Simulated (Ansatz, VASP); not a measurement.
BaTiO3: VASP beside Ansatz

```
Ba Ti O
1.0
     4.02887    0.00000    0.00000
     0.00000    4.02887    0.00000
     0.00000    0.00000    4.02887
Ba Ti O
1 1 3
Direct
  0.50000 0.50000 0.50000
  0.00000 0.00000 0.00000
  0.50000 0.00000 0.00000
  0.00000 0.50000 0.00000
  0.00000 0.00000 0.50000
```

Alike in both runs: functional PBE; k mesh 8 × 8 × 8; occupations gaussian, width 0.02 eV; no spin polarisation; Hubbard terms Ti d U = 4.0 eV.

Ansatz relaxed the structure, and its values are those at the end. VASP's run is a single point on that final structure, the one shown.

|  | VASP | Ansatz |
| --- | --- | --- |
| version | VASP 6.6.1 | Ansatz 0.2.0 |
| potentials or method | VASP PAW PBE potentials, release 64 (Ba_sv, Ti_sv, O) | scalar-relativistic, plane waves, PAW |
| plane-wave cutoff (eV) | 520 | 420 |
| valence electrons in the cell | 40 | 40 |

Ansatz gave:

| Quantity | Value |
| --- | --- |
| gap on the k mesh at the Fermi level (eV) | 2.21 |
| least direct gap on the mesh (eV) | 2.38 |
| pressure (GPa) | 0.0 |

Task: What did VASP give for the same quantities?

Result: gap on the k mesh at the Fermi level (eV): 2.17; least direct gap on the mesh (eV): 2.37; pressure (GPa): 3.5.

The programs project onto different local orbitals, so the same U acts differently.

Caveats: spin-orbit coupling is left out, which moves the levels of the heavy elements. A k mesh can miss the band edges.
